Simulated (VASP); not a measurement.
# Ge in VASP: one cell, several levels of theory, part 2 of 2

VASP 6.6.1, plane waves, PAW. The steps go on from the part before.

## Step 3: r2SCAN

Contents of INCAR:

```
ENCUT = 520.000000
SIGMA = 0.020000
EDIFF = 1.00e-07
ALGO = Normal
METAGGA = R2SCAN
PREC = Accurate
IBRION = -1
ISIF = 2
ISMEAR = -1
NBANDS = 21
NELM = 120
NSW = 0
LASPH = .TRUE.
LCHARG = .TRUE.
LELF = .TRUE.
LWAVE = .FALSE.
LREAL = .FALSE.
```

Contents of KPOINTS:

```
KPOINTS created by Atomic Simulation Environment
0
Gamma
8 8 8
0 0 0
```

Contents of KPOINTS_OPT:

```
special points
7
Reciprocal
0.0000000000 0.0000000000 0.0000000000 1
0.5000000000 0.0000000000 0.5000000000 1
0.6250000000 0.2500000000 0.6250000000 1
0.3750000000 0.3750000000 0.7500000000 1
0.5000000000 0.5000000000 0.5000000000 1
0.5000000000 0.2500000000 0.7500000000 1
0.0000000000 0.0000000000 0.5000000000 1
```

Contents of POSCAR:

```
Ge
 1.0000000000000000
     0.0000000000000000    2.8368735120999999    2.7233985716000002
     2.8368735120999999    0.0000000000000000    2.7233985716000002
     2.8368735120999999    2.8368735120999999    0.0000000000000000
 Ge
   2
Cartesian
  0.0000000000000000  0.0000000000000000  0.0000000000000000
  1.4184367560500000  1.4184367560500000  1.3616992858000001
```

On the command line:

```sh
> mpirun -np 1 vasp_std
```

Printed to the terminal (iteration lines stand in OSZICAR):

```text
POSCAR found type information on POSCAR Ge
 POSCAR found :  1 types and       2 ions
 -----------------------------------------------------------------------------
|                                                                             |
|                                                                             |
|     You enforced a specific xc type in the INCAR file but a different       |
|     I HOPE YOU KNOW WHAT YOU ARE DOING!                                     |
|                                                                             |
 -----------------------------------------------------------------------------

 LDA part: xc-table for (None), standard interpolation
 POSCAR, INCAR and KPOINTS ok, starting setup
 FFT: planning ... GRIDC
 FFT: planning ... GRID_SOFT
 FFT: planning ... GRID
 WAVECAR not read
 entering main loop
 Start KPOINTS_OPT (optional k-point list driver)
k-point batch [1-7\7]
```

OSZICAR:

```text
N       E                     dE             d eps       ncg     rms          rms(c)
DAV:   1     0.171649549288E+03    0.17165E+03   -0.14871E+04  2803   0.374E+03
DAV:   2    -0.267014106708E+01   -0.17432E+03   -0.16900E+03  2493   0.648E+02
DAV:   3    -0.294841848905E+02   -0.26814E+02   -0.26652E+02  2843   0.145E+02
DAV:   4    -0.303750454314E+02   -0.89086E+00   -0.89048E+00  2843   0.310E+01
DAV:   5    -0.303901511598E+02   -0.15106E-01   -0.15105E-01  2816   0.442E+00    0.351E+00
DAV:   6    -0.277255807333E+02    0.26646E+01   -0.30384E-01  2651   0.924E+00    0.203E+00
DAV:   7    -0.277056913136E+02    0.19889E-01   -0.10585E-01  3214   0.431E+00    0.263E-01
DAV:   8    -0.277049304434E+02    0.76087E-03   -0.53595E-03  3314   0.123E+00    0.108E-01
DAV:   9    -0.277050418626E+02   -0.11142E-03   -0.79325E-03  3334   0.182E+00    0.691E-02
DAV:  10    -0.277047812330E+02    0.26063E-03   -0.55255E-04  3221   0.433E-01    0.319E-02
DAV:  11    -0.277047020508E+02    0.79182E-04   -0.34615E-04  3535   0.356E-01    0.619E-03
DAV:  12    -0.277047049857E+02   -0.29349E-05   -0.18509E-05  3161   0.595E-02    0.351E-03
DAV:  13    -0.277047087795E+02   -0.37938E-05   -0.75417E-07  2813   0.950E-03    0.170E-03
DAV:  14    -0.277047089855E+02   -0.20600E-06   -0.44265E-07  2594   0.129E-02    0.855E-04
DAV:  15    -0.277047085304E+02    0.45515E-06   -0.21968E-08  1619   0.174E-03    0.159E-04
DAV:  16    -0.277047083717E+02    0.15868E-06   -0.46473E-09  1324   0.836E-04    0.749E-05
DAV:  17    -0.277047083949E+02   -0.23233E-07   -0.93624E-10  1299   0.399E-04
   1 F= -.27704708E+02 E0= -.27704706E+02  d E =-.394489E-05
       N       E                     dE             ncg
DAV:   1     0.140363212298E+04   -0.70834E+04      315
DAV:   2     0.208153782985E+03   -0.11955E+04      294
DAV:   3     0.287912208266E+02   -0.17936E+03      334
DAV:   4     0.230348424772E+02   -0.57564E+01      349
DAV:   5     0.229314566264E+02   -0.10339E+00      324
DAV:   6     0.229281157576E+02   -0.33409E-02      344
DAV:   7     0.229279547373E+02   -0.16102E-03      353
DAV:   8     0.229279476412E+02   -0.70961E-05      359
DAV:   9     0.229279472092E+02   -0.43202E-06      310
DAV:  10     0.229279471904E+02   -0.18795E-07      242
```

Parts of OUTCAR:

```text
k-points           NKPTS =     59   k-points in BZ     NKDIM =     59   number of bands    NBANDS=     21

   NELECT =      28.0000    total number of electrons

   dimension x,y,z NGX =    30 NGY =   30 NGZ =   30
   dimension x,y,z NGXF=    60 NGYF=   60 NGZF=   60

  energy-cutoff  :      520.00
  volume of cell :       43.84
      direct lattice vectors                 reciprocal lattice vectors
     0.000000000  2.836873512  2.723398572    -0.176250368  0.176250368  0.183594133
     2.836873512  0.000000000  2.723398572     0.176250368 -0.176250368  0.183594133
     2.836873512  2.836873512  0.000000000     0.176250368  0.176250368 -0.183594133

 k-points in reciprocal lattice and weights: KPOINTS created by Atomic Simulation Env
   0.00000000  0.00000000  0.00000000       0.002
   0.12500000 -0.00000000  0.00000000       0.016
   0.25000000 -0.00000000  0.00000000       0.016
   0.37500000 -0.00000000  0.00000000       0.016
   0.50000000 -0.00000000  0.00000000       0.008
   0.12500000  0.12500000  0.00000000       0.004
   0.25000000  0.12500000  0.00000000       0.016
   0.37500000  0.12500000  0.00000000       0.016
[... 51 more k-points ...]

 E-fermi :   5.4590

 k-point     1 :       0.0000    0.0000    0.0000
  band No.  band energies     occupation
      1     -20.4251      2.00000
      2     -20.4123      2.00000
      3     -20.4122      2.00000
      4     -20.3777      2.00000
      5     -20.3714      2.00000
      6     -20.1456      2.00000
      7     -20.1455      2.00000
      8     -20.1271      2.00000
      9     -20.1222      2.00000
     10     -20.1099      2.00000
     11      -8.4345      2.00000
     12       5.0195      2.00000
     13       5.0196      2.00000
     14       5.3460      1.99299
     15       5.8323      0.00000
     16       7.7120      0.00000
     17       7.9359      0.00000
     18       7.9360      0.00000
     19      12.2912      0.00000
     20      14.7266      0.00000
     21      15.4984      0.00000

 k-point     2 :       0.1250   -0.0000    0.0000
  band No.  band energies     occupation
      1     -20.4310      2.00000
      2     -20.4216      2.00000
      3     -20.4131      2.00000
      4     -20.3636      2.00000
      5     -20.3588      2.00000
      6     -20.1549      2.00000
      7     -20.1524      2.00000
      8     -20.1372      2.00000
      9     -20.1075      2.00000
     10     -20.1056      2.00000
     11      -8.2284      2.00000
     12       2.8077      2.00000
     13       4.6394      2.00000
     14       4.8846      2.00000
     15       6.5889      0.00000
     16       8.2632      0.00000
     17       8.4074      0.00000
     18       9.0585      0.00000
     19      13.2232      0.00000
     20      13.9463      0.00000
     21      14.4498      0.00000

 k-point     3 :       0.2500   -0.0000    0.0000
  band No.  band energies     occupation
      1     -20.4422      2.00000
      2     -20.4319      2.00000
      3     -20.4077      2.00000
      4     -20.3432      2.00000
      5     -20.3395      2.00000
      6     -20.1699      2.00000
      7     -20.1628      2.00000
      8     -20.1464      2.00000
      9     -20.1002      2.00000
     10     -20.0940      2.00000
     11      -7.6296      2.00000
     12       0.2390      2.00000
     13       4.0101      2.00000
     14       4.3147      2.00000
     15       6.1627      0.00000
     16       9.0069      0.00000
     17       9.0498      0.00000
     18      11.4296      0.00000
     19      13.6894      0.00000
     20      13.9066      0.00000
     21      14.2616      0.00000

 k-point     4 :       0.3750   -0.0000    0.0000
  band No.  band energies     occupation
      1     -20.4488      2.00000
      2     -20.4360      2.00000
      3     -20.4012      2.00000
      4     -20.3309      2.00000
      5     -20.3282      2.00000
      6     -20.1785      2.00000
      7     -20.1672      2.00000
      8     -20.1542      2.00000
      9     -20.0988      2.00000
     10     -20.0864      2.00000
     11      -6.7482      2.00000
     12      -1.8854      2.00000
     13       3.5588      2.00000
     14       3.9190      2.00000
     15       5.7814      0.00000
     16       9.0720      0.00000
     17       9.3182      0.00000
     18      12.9788      0.00000
     19      14.2178      0.00000
     20      15.2846      0.00000
     21      15.3969      0.00000

 k-point     5 :       0.5000   -0.0000    0.0000
  band No.  band energies     occupation
      1     -20.4506      2.00000
      2     -20.4367      2.00000
      3     -20.3984      2.00000
      4     -20.3277      2.00000
      5     -20.3252      2.00000
      6     -20.1808      2.00000
      7     -20.1673      2.00000
      8     -20.1571      2.00000
      9     -20.0991      2.00000
     10     -20.0841      2.00000
     11      -6.1553      2.00000
     12      -2.9003      2.00000
     13       3.4007      2.00000
     14       3.7826      2.00000
     15       5.6456      0.00018
     16       9.0092      0.00000
     17       9.3143      0.00000
     18      12.8308      0.00000
     19      16.3829      0.00000
     20      17.1863      0.00000
     21      17.2599      0.00000

 k-point     6 :       0.1250    0.1250    0.0000
  band No.  band energies     occupation
      1     -20.4281      2.00000
      2     -20.4177      2.00000
      3     -20.4177      2.00000
      4     -20.3668      2.00000
      5     -20.3501      2.00000
      6     -20.1675      2.00000
      7     -20.1362      2.00000
      8     -20.1362      2.00000
      9     -20.1195      2.00000
     10     -20.1049      2.00000
     11      -8.1465      2.00000
     12       2.9890      2.00000
     13       4.0560      2.00000
     14       4.0561      2.00000
     15       7.0183      0.00000
     16       7.9863      0.00000
     17       9.2236      0.00000
     18       9.2237      0.00000
     19      13.4989      0.00000
     20      13.6330      0.00000
     21      15.0270      0.00000

[... the tables of k-points 7 to 59 left out ...]

  Total        0.5933033      0.5933033      1.4739290      0.0000000      0.0000000      0.0000000
  in kB       21.6853396     21.6853396     53.8723610      0.0000000      0.0000000      0.0000000
  external PRESSURE =      32.4143467 kB  Pullay stress =       0.0000000 kB

 POSITION                                       TOTAL-FORCE (eV/Angst)
 -----------------------------------------------------------------------------------
      0.00000      0.00000      0.00000         0.000000     -0.000000      0.000000
      1.41844      1.41844      1.36170        -0.000000      0.000000      0.000000
 -----------------------------------------------------------------------------------
    total drift:                                0.000000      0.000000      0.000000

  FREE ENERGIE OF THE ION-ELECTRON SYSTEM (eV)
  ---------------------------------------------------
  free  energy   TOTEN  =       -27.7047083949 eV

  energy  without entropy=      -27.7047044500  energy(sigma->0) =      -27.70470642
```

It took 3.3 min on 1 MPI rank of Intel Xeon Platinum 8488C, shared host; peak memory 0.2 GiB.

The levels at the points of KPOINTS_OPT are read from vasprun.xml.

Near the gap, in eV above the top of the last filled band v; c is the band after it:

```csv
point,v−1,v,c,c+1
Γ,-0.33,0.00,0.49,2.37
X,-3.46,-3.46,0.84,0.84
U,-4.90,-2.98,1.29,4.47
K,-4.87,-3.29,0.91,3.88
L,-1.95,-1.56,0.30,3.66
W,-4.42,-4.42,4.29,4.29
```

The r2SCAN gap is 0.24 eV and indirect (Γ to (0.38, 0.38, 0.00)), with 0.49 eV as the least direct one. Pressure: 3.24 GPa; the forces vanish within 0.01 eV/Å.

The maps below are laid out on this run's own conventional cell (a, b, c = 4.012, 4.012, 5.447 Å).

Density in a lattice plane of the grid's cell (edges 4.01 and 5.45 Å, at 0.000 of the third edge), which holds Ge.

Values in e/Å³, 12 rows by 8 columns:
```
 8.15  2.75  0.52  0.48  0.67  0.48  0.52  2.75
 0.67  0.48  0.52  2.76  8.16  2.76  0.52  0.48
 0.16  0.21  0.43  6.77 18.89  6.77  0.43  0.21
 0.06  0.10  0.26  2.71  8.15  2.71  0.26  0.10
 0.03  0.04  0.12  0.34  0.67  0.34  0.12  0.04
 0.02  0.03  0.06  0.12  0.16  0.12  0.06  0.03
 0.03  0.03  0.03  0.05  0.06  0.05  0.03  0.03
 0.06  0.05  0.03  0.03  0.03  0.03  0.03  0.05
 0.16  0.12  0.06  0.03  0.02  0.03  0.06  0.12
 0.67  0.35  0.12  0.04  0.03  0.04  0.12  0.35
 8.15  2.70  0.26  0.10  0.06  0.10  0.26  2.70
18.91  6.78  0.43  0.21  0.16  0.21  0.43  6.78
```
Columns run along the first of these edges and rows up along the second, over one cell in 8 and 12 even steps from the bottom left corner. Atoms in the plane (fractional): Ge at (0.00, 0.00), Ge at (0.50, 0.75).

ELF in the same plane.

Ten even steps from '0' (0.01) to '9' (0.76):
```
223689986668998632
346899876567899864
567899864346899876
668998632223689986
567876522422567876
334565531213556543
112345543334554321
001234555555543210
000123556665532100
000012345554321000
000000122322100000
000000000100000000
100000000000000000
322100000000000122
554321000000012345
665532100000123556
555543210001234555
334554321112345543
213556543334565531
422567876567876522
```
Columns run along the first of these edges and rows up along the second, over one cell in 18 and 20 even steps from the bottom left corner. Atoms in the plane (fractional): Ge at (0.00, 0.00), Ge at (0.50, 0.75).

Both are smooth fields of the valence electrons: close to the nuclei they are not physical.

Outside the cores ELF peaks at 0.78 on the Ge–Ge line, 1.2 Å from Ge.

## Step 4: Results

The summary covers parts 1 to 2.

| level | gap (eV) | pressure (GPa) |
| --- | --- | --- |
| PBE | 0.05 | 6.14 |
| r2SCAN | 0.24 | 3.24 |

**Reading.** The gap runs from 0.05 eV (PBE) to 0.24 eV (r2SCAN). The pressure is highest with PBE (6.1 GPa) and lowest with r2SCAN (3.2 GPa), which orders the cells that they would relax to.
